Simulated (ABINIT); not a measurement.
PbS: single point with PBE

The system is PbS.

```
Pb S
1.0
     2.11266    1.21975    3.45192
    -2.11266    1.21975    3.45192
     0.00000   -2.43949    3.45192
Pb S
1 1
Direct
  0.98057 0.98057 0.98057
  0.47504 0.47504 0.47504
```

The cell is a database's computed one.

* Program: ABINIT 10.8.3 (patched build)
* Task: single point
* Functional: PBE
* Potentials or basis: PseudoDojo NC SR PBE v0.4.1 standard
* Cutoff: 707 eV
* k mesh: 6 × 6 × 6
* Occupations: fermi-dirac, width 0.05 eV
* Spin: no spin polarisation

- Pressure: 0.9 GPa
- Largest force: 0.016 eV/Å
- Band gap on the k mesh: 0.47 eV, direct
- Valence electrons inside the program's atomic spheres: Pb 10.05; S 3.86

Forces on the atoms (eV/Å):
```
Pb   0.000  0.000 -0.016
S    0.000  0.000  0.016
```

Levels at points of the mesh, in eV from the valence-band top:
| k point | band 7 | band 8 | band 9 | band 10 | band 11 | band 12 | band 13 | band 14 |
| --- | --- | --- | --- | --- | --- | --- | --- | --- |
| (0.00, 0.00, 0.00) | -6.05 | -2.02 | -2.02 | -2.02 | 5.14 | 5.17 | 5.17 | 6.82 |
| (0.50, 0.00, 0.00) | -8.69 | -1.66 | -1.66 | 0.00 | 0.47 | 2.05 | 2.05 | 8.67 |
| (0.50, 0.50, 0.00) | -7.15 | -4.96 | -3.26 | -3.25 | 3.97 | 5.54 | 5.63 | 5.65 |
| (0.50, 0.50, 0.50) | -8.68 | -1.66 | -1.66 | -0.03 | 0.50 | 2.05 | 2.05 | 8.66 |

Wall time 10 s on 4 MPI ranks on Arm Neoverse V2, on a shared host, peak memory 0.28 GiB a rank.

Caveat: spin-orbit coupling is left out, which as a rule narrows the gap of such compounds by several tenths of an eV. A k mesh can miss the band edges.
